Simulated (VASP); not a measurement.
# H in VASP: a series of runs

Aim: see how the results for H move with the level of theory and the settings. Levels: PBE+D3, PBE+D4, PBE+D3(BJ), HSE06+D3(BJ). Tasks: single point.

Everything below comes from runs of VASP 6.6.1. Logs are shortened: lines on timing, memory, paths and dates and some standing lists are left out, and cuts for length are marked.

### 1 The molecule as given

The cell holds a molecule in a box, 1 atom: a = 10.500 Å, b = 11.000 Å, c = 11.500 Å, α = 90.00°, β = 90.00°, γ = 90.00°.

### 2 Single point, PBE+D3, collinear spin, ferromagnetic start

INCAR reads:

```
PREC = Accurate
ENCUT = 400
EDIFF = 1E-6
ISMEAR = 0
SIGMA = 0.01
LREAL = False
LASPH = True
NELM = 100
ALGO = Normal
ISIF = 2
LWAVE = False
LCHARG = False
ISPIN = 2
MAGMOM = 1.1
LORBIT = 11
NUPDOWN = 1
GGA = PE
IVDW = 11
ISYM = 0
```

KPOINTS reads:

```
Automatic mesh
0
Gamma
  1 1 1
```

POSCAR reads:

```
H                                       
1.0
   10.5000000000      0.0000000000      0.0000000000
    0.0000000000     11.0000000000      0.0000000000
    0.0000000000      0.0000000000     11.5000000000
  H             
     1
Selective dynamics
Direct
     0.5000000000000000    0.5045454544999970    0.5000000000000000   F   F   F
```

Potentials or basis: VASP PAW PBE potentials, release 64 (H).

Launch:

```console
$ cat potpaw_PBE.64/H/POTCAR > POTCAR
$ mpirun -np 1 vasp_gam > vasp.out
```

OUTCAR:

```text
PREC = Accurate
   ENCUT = 400
   EDIFF = 1E-6
   ISMEAR = 0
   LREAL = False
   LASPH = True
   NELM = 100
   ISIF = 2
   ISPIN = 2
   LORBIT = 11
   NUPDOWN = 1
   GGA = PE
   IVDW = 11
   ISYM = 0
 IVDW          = 11

 ion  position               nearest neighbor table
   1  0.500  0.505  0.500-

IMPORTANT INFORMATION: All symmetrisations will be switched off!
NOSYMM: (Re-)initialisation of all symmetry stuff for point group C_1.

----------------------------------------------------------------------------------------

                                     Primitive cell

  volume of cell :    1328.2500

  direct lattice vectors                    reciprocal lattice vectors
    10.500000000  0.000000000  0.000000000     0.095238095  0.000000000  0.000000000
     0.000000000 11.000000000  0.000000000     0.000000000  0.090909091  0.000000000
     0.000000000  0.000000000 11.500000000     0.000000000  0.000000000  0.086956522

  length of vectors
    10.500000000 11.000000000 11.500000000     0.095238095  0.090909091  0.086956522

  position of ions in fractional coordinates (direct lattice)
     0.500000000  0.504545454  0.500000000

  ion indices of the primitive-cell ions
   primitive index   ion index
                 1           1

----------------------------------------------------------------------------------------

 KPOINTS: Automatic mesh

Automatic generation of k-mesh.
 Grid dimensions read from file:
 generate k-points for:    1    1    1

 Generating k-lattice:

  Cartesian coordinates                     Fractional coordinates (reciprocal lattice)
     0.095238095  0.000000000  0.000000000     1.000000000  0.000000000  0.000000000
     0.000000000  0.090909091  0.000000000     0.000000000  1.000000000  0.000000000
     0.000000000  0.000000000  0.086956522     0.000000000  0.000000000  1.000000000

  Length of vectors
     0.095238095  0.090909091  0.086956522

  Shift w.r.t. Gamma in fractional coordinates (k-lattice)
     0.000000000  0.000000000  0.000000000

 Subroutine IBZKPT returns following result:
 ===========================================

 Found      1 irreducible k-points:

 Following reciprocal coordinates:
            Coordinates               Weight
  0.000000  0.000000  0.000000      1.000000
   k-points           NKPTS =      1   k-points in BZ     NKDIM =      1   number of bands    NBANDS=      5
   number of dos      NEDOS =    301   number of ions     NIONS =      1
   total plane-waves  NPLWV = 403200
   dimension x,y,z NGX =    70 NGY =   72 NGZ =   80
   dimension x,y,z NGXF=   140 NGYF=  144 NGZF=  160
   ions per type =               1
   NGX,Y,Z   is equivalent  to a cutoff of  11.08, 10.88, 11.56 a.u.
   NGXF,Y,Z  is equivalent  to a cutoff of  22.17, 21.76, 23.13 a.u.
 SYSTEM =  unknown system
   PREC   = accura    normal or accurate (medium, high low for compatibility)
   ISTART =      0    job   : 0-new  1-cont  2-samecut
   ICHARG =      2    charge: 1-file 2-atom 10-const
   ISPIN  =      2    spin polarized calculation?
   LNONCOLLINEAR =      F non collinear calculations
   LSORBIT =      F    spin-orbit coupling
   LASPH  =      T    aspherical Exc in radial PAW
   ENCUT  =  400.0 eV  29.40 Ry    5.42 a.u.  17.12 17.94 18.75*2*pi/ulx,y,z
   NELM   =    100;   NELMIN=  2; NELMDL= -5     # of ELM steps
   EDIFF  = 0.1E-05   stopping-criterion for ELM
   LREAL  =      F    real-space projection
   EDIFFG = 0.1E-04   stopping-criterion for IOM
   NSW    =      0    number of steps for IOM
   IBRION =     -1    ionic relax: 0-MD 1-quasi-New 2-CG
   NFREE  =      0    steps in history (QN), initial steepest desc. (CG)
   ISIF   =      2    stress and relaxation
   ISYM   =      0    0-nonsym 1-usesym 2-fastsym
   POTIM  = 0.5000    time-step for ionic-motion
   TEBEG  =    0.0;   TEEND  =   0.0 temperature during run
   PSTRESS=    0.0 pullay stress
   NELECT =       1.0000    total number of electrons
   NUPDOWN=       1.0000    fix difference up-down
   EMIN   =  10.00;   EMAX   =-10.00  energy-range for DOS
   EFERMI =   0.00;   METHOD = LEGACY
   ISMEAR =     0;   SIGMA  =   0.01  broadening in eV -4-tet -1-fermi 0-gaus
   EFERMI_NEDOS =   21; number of points for ismear=-14 and -15
   IALGO  =     38    algorithm
   IMIX   =      4    mixing-type and parameters
     AMIX     =   0.40;   BMIX     =  1.00
     AMIX_MAG =   1.60;   BMIX_MAG =  1.00
  volume/ion in A,a.u.               =    1328.25      8963.47
  Fermi-wavevector in a.u.,A,eV,Ry     =   0.148930  0.281436  0.301778  0.022180
  Thomas-Fermi vector in A             =   0.822895
   LORBIT       =     11    0 simple, 1 ext, 2 COOP (PROOUT), +10 PAW based schemes
   GGA     = PE    functional components
   LHFCALC =     F    Hartree Fock is set to
   AEXX    =    0.0000 exact exchange contribution
   IVDW    =    11    specifies the selected vdW correction
   LEPSILON=     F    determine dielectric tensor
   LRPA    =     F    only Hartree local field effects (RPA)
 spin polarized calculation
 Gauss-broadening in eV      SIGMA  =   0.01
  energy-cutoff  :      400.00
  volume of cell :     1328.25
 maximum number of plane-waves:     12033
 NGX is ok and might be reduce to    70
   NGX = 35   NGY = 35   NGZ = 37

 number of electron       1.0000001 magnetization       1.0000038

 Free energy of the ion-electron system (eV)
  ---------------------------------------------------
  ext. energy  EPLUGINS =         0.00000000
  ---------------------------------------------------
  free energy    TOTEN  =        -1.11571091 eV

  energy without entropy =       -1.11571091  energy(sigma->0) =       -1.11571091

 E-fermi :  -8.0308     XC(G=0):  -0.1223

 val. band max:       -7.5709740644   @ k =   0.0000   0.0000   0.0000
 cond. band min:      -0.2093480635   @ k =   0.0000   0.0000   0.0000
 fundamental gap:      7.3616260009
 Fermi energy:        -7.5184822666

 spin component 1

 k-point     1 :       0.0000    0.0000    0.0000
  band No.  band energies     occupation
      1      -7.5710      1.00000
      2      -0.2093      0.00000
      3       0.5720      0.00000
      4       0.6349      0.00000
      5       0.7078      0.00000
 Fermi energy:        -8.0308317856

 spin component 2

 k-point     1 :       0.0000    0.0000    0.0000
  band No.  band energies     occupation
      1       0.0449      0.00000
      2       1.1593      0.00000
      3       1.1771      0.00000
      4       1.2665      0.00000
      5       1.3009      0.00000

------------------------ aborting loop because EDIFF is reached ----------------------------------------

 Edisp (eV)   -0.00001

 E8    (eV) :    -0.0000

  FORCE on cell =-STRESS in cart. coord.  units (eV):
  Direction    XX          YY          ZZ          XY          YZ          ZX
  --------------------------------------------------------------------------------------
  -------------------------------------------------------------------------------------
  Total      -0.04600    -0.04608    -0.04600    -0.00000    -0.00000     0.00000
  in kB      -0.05548    -0.05558    -0.05549    -0.00000    -0.00000     0.00000
  external pressure =       -0.06 kB  Pullay stress =        0.00 kB

 VOLUME and BASIS-vectors are now :
 -----------------------------------------------------------------------------
  energy-cutoff  :      400.00
  volume of cell :     1328.25
      direct lattice vectors                 reciprocal lattice vectors
    10.500000000  0.000000000  0.000000000     0.095238095  0.000000000  0.000000000
     0.000000000 11.000000000  0.000000000     0.000000000  0.090909091  0.000000000
     0.000000000  0.000000000 11.500000000     0.000000000  0.000000000  0.086956522

 POSITION                                       TOTAL-FORCE (eV/Angst)
 -----------------------------------------------------------------------------------
      5.25000      5.55000      5.75000         0.000000     -0.000161     -0.000000
 -----------------------------------------------------------------------------------
    total drift:                                0.000000     -0.000161     -0.000000

  FREE ENERGIE OF THE ION-ELECTRON SYSTEM (eV)
  ---------------------------------------------------
  free  energy   TOTEN  =        -1.1157217503 eV

  energy  without entropy=       -1.1157217503  energy(sigma->0) =       -1.11572175

 total charge

# of ion       s       p       d       tot
------------------------------------------
    1        0.381   0.000   0.000   0.381

 magnetization (x)

# of ion       s       p       d       tot
------------------------------------------
    1        0.381   0.000   0.000   0.381
```

OSZICAR:

```text
N       E                     dE             d eps       ncg     rms          rms(c)
DAV:   1     0.300517127696E+01    0.30052E+01   -0.88282E+01    20   0.453E+01
DAV:   2     0.578339398957E+00   -0.24268E+01   -0.24268E+01    40   0.145E+01
[... 16 lines left out ...]
DAV:  19    -0.111562974703E+01   -0.18803E-03   -0.98500E-08    20   0.958E-04    0.120E-04
DAV:  20    -0.111567267781E+01   -0.42931E-04   -0.13080E-07    20   0.927E-04    0.109E-04
DAV:  21    -0.111568181367E+01   -0.91359E-05   -0.10539E-08    25   0.318E-04    0.295E-05
DAV:  22    -0.111569931437E+01   -0.17501E-04   -0.51235E-09    25   0.194E-04    0.522E-05
DAV:  23    -0.111571067728E+01   -0.11363E-04   -0.21033E-09    25   0.141E-04    0.107E-05
DAV:  24    -0.111571090870E+01   -0.23142E-06   -0.26334E-10    30   0.597E-05
   1 F= -.11157218E+01 E0= -.11157218E+01  d E =-.304715E-14  mag=     1.0000
```

stdout:

```text
POSCAR found type information on POSCAR H
 POSCAR found :  1 types and       1 ions
 scaLAPACK will be used
 LDA part: xc-table for (Slater+PW92), standard interpolation
 POSCAR, INCAR and KPOINTS ok, starting setup
 FFT: planning ... GRIDC
 FFT: planning ... GRID_SOFT
 FFT: planning ... GRID
 WAVECAR not read
 entering main loop
```

It took 47 s on 1 thread of Intel Xeon 6975P-C (Granite Rapids), shared host; peak memory 1 GiB.

Results:

```yaml
Free_energy: -1.1157 eV
Net_moment: 1.00 μB per cell
Site_moments: H +0.38 μB
Valence_electrons_inside_the_program's_atomic_spheres: H 0.38
Dispersion_energy_per_atom: 0.000 eV
```

Caveat: the total moment is fixed, so each spin has its own Fermi level.

### 3 Single point, PBE+D4, collinear spin, ferromagnetic start

Edit INCAR of step 2 so:

```diff
@@ -17,3 +17,3 @@
 GGA = PE
-IVDW = 11
+IVDW = 13
 ISYM = 0
```

KPOINTS is that of step 2.

POSCAR is that of step 2.

Potentials or basis: VASP PAW PBE potentials, release 64 (H).

Launch:

```console
$ cat potpaw_PBE.64/H/POTCAR > POTCAR
$ mpirun -np 1 vasp_gam > vasp.out
```

It took 47 s on 1 thread of Intel Xeon 6975P-C (Granite Rapids), shared host; peak memory 1 GiB.

It converged, with:

- Free energy: -1.1157 eV
- Net moment: 1.00 μB per cell
- Site moments: H +0.38 μB
- Valence electrons inside the program's atomic spheres: H 0.38
- Dispersion energy per atom: 0.000 eV

Caveat: the total moment is fixed, so each spin has its own Fermi level.

### 4 Single point, PBE+D3(BJ), collinear spin, ferromagnetic start

Edit INCAR of step 3 so:

```diff
@@ -1,3 +1,3 @@
 PREC = Accurate
-ENCUT = 400
+ENCUT = 520
 EDIFF = 1E-6
@@ -17,3 +17,3 @@
 GGA = PE
-IVDW = 13
+IVDW = 12
 ISYM = 0
```

KPOINTS is that of step 3.

POSCAR is that of step 3.

Launch:

```console
$ cat potpaw_PBE.64/H/POTCAR > POTCAR
$ mpirun -np 1 vasp_gam > vasp.out
```

Wall time 77 s (1 thread of Intel Xeon 6975P-C (Granite Rapids), shared host); peak memory 1.3 GiB.

Results (log left out):

- Free energy: -1.1172 eV
- Net moment: 1.00 μB per cell
- Site moments: H +0.38 μB
- Valence electrons inside the program's atomic spheres: H 0.38
- Dispersion energy per atom: 0.000 eV

Caveat: the total moment is fixed, so each spin has its own Fermi level.

### 5 Single point, PBE+D3(BJ), collinear spin, ferromagnetic start

Edit INCAR of step 4 so:

```diff
@@ -1,3 +1,3 @@
 PREC = Accurate
-ENCUT = 520
+ENCUT = 250
 EDIFF = 1E-6
```

KPOINTS is that of step 4.

POSCAR is that of step 4.

Launch:

```console
$ cat potpaw_PBE.64/H/POTCAR > POTCAR
$ mpirun -np 1 vasp_gam > vasp.out
```

Run time: 26 s. Hardware: 1 thread of Intel Xeon 6975P-C (Granite Rapids), shared host; peak memory 0.53 GiB.

It converged, with:

```
Free energy                                           : -1.1086 eV
Net moment                                            : 1.00 μB per cell
Site moments                                          : H +0.38 μB
Valence electrons inside the program's atomic spheres : H 0.38
Dispersion energy per atom                            : 0.000 eV
```

Caveat: the cutoff is under 1.25 times the usual one of these potentials, so pressure, stress and relaxed cells hold a basis-set (Pulay) error; the total moment is fixed, so each spin has its own Fermi level.

### 6 Single point, HSE06+D3(BJ), collinear spin, ferromagnetic start

POSCAR is that of step 5.

INCAR.step1 reads:

```
PREC = Accurate
ENCUT = 400
EDIFF = 1E-5
ISMEAR = 0
SIGMA = 0.01
LREAL = False
LASPH = True
NELM = 100
ALGO = Normal
ISIF = 2
LWAVE = True
LCHARG = False
ISPIN = 2
MAGMOM = 1.1
LORBIT = 11
NUPDOWN = 1
ISYM = 0
TIME = 0.4
GGA = PE
```

INCAR.step2 reads:

```
PREC = Accurate
ENCUT = 400
EDIFF = 1E-6
ISMEAR = 0
SIGMA = 0.01
LREAL = False
LASPH = True
NELM = 100
ALGO = Damped
ISIF = 2
LWAVE = False
LCHARG = False
ISPIN = 2
MAGMOM = 1.1
LORBIT = 11
NUPDOWN = 1
GGA = PE
LHFCALC = True
HFSCREEN = 0.2
PRECFOCK = Fast
IVDW = 12
VDW_S6 = 1.0
VDW_S8 = 2.31
VDW_A1 = 0.383
VDW_A2 = 5.685
ISYM = 0
TIME = 0.4
ISTART = 1
```

KPOINTS is that of step 5.

Potentials or basis: VASP PAW PBE potentials, release 64 (H).

Launch:

```console
$ cat potpaw_PBE.64/H/POTCAR > POTCAR
$ cp INCAR.step1 INCAR
$ mpirun -np 1 vasp_gam > vasp.out
$ cp INCAR.step2 INCAR
$ mpirun -np 1 vasp_gam > vasp.out
```

It took 82 s on 1 thread of Intel Xeon 6975P-C (Granite Rapids), shared host; peak memory 1 GiB.

The run converged. Its results:

```yaml
Free_energy: -1.6522 eV
Net_moment: 1.00 μB per cell
Site_moments: H +0.38 μB
Valence_electrons_inside_the_program's_atomic_spheres: H 0.38
Dispersion_energy_per_atom: 0.000 eV
```

Caveat: the PAW data sets were made with another functional, which shifts forces and pressure a little; the total moment is fixed, so each spin has its own Fermi level.

### 7 The runs side by side

```csv
level,cutoff (eV),further INCAR settings,grid for exact exchange (PRECFOCK),screening parameter,moment (μB)
PBE+D3,400,ALGO = Normal; EDIFF = 1e-06; ISYM = 0,-,-,1.00
PBE+D4,400,ALGO = Normal; EDIFF = 1e-06; ISYM = 0,-,-,1.00
PBE+D3(BJ),520,ALGO = Normal; EDIFF = 1e-06; ISYM = 0,-,-,1.00
PBE+D3(BJ),250,ALGO = Normal; EDIFF = 1e-06; ISYM = 0,-,-,1.00
HSE06+D3(BJ),400,ALGO = Damped; EDIFF = 1e-06; ISYM = 0,Fast,0.2 1/A,1.00
```

Alike in all rows: task single point; potentials or basis VASP PAW PBE potentials, release 64 (H); spin collinear, ferromagnetic start; fixed moment (μB) 1; cell as given; k mesh 1 × 1 × 1; smearing gaussian 0.01 eV.

Caveats: the total moment is fixed, so each spin has its own Fermi level; the cutoff is under 1.25 times the usual one of these potentials, so pressure, stress and relaxed cells hold a basis-set (Pulay) error (some runs); the PAW data sets were made with another functional, which shifts forces and pressure a little (some runs).

Total energies depend on the potentials used, so only differences within one code and one set of settings carry meaning.
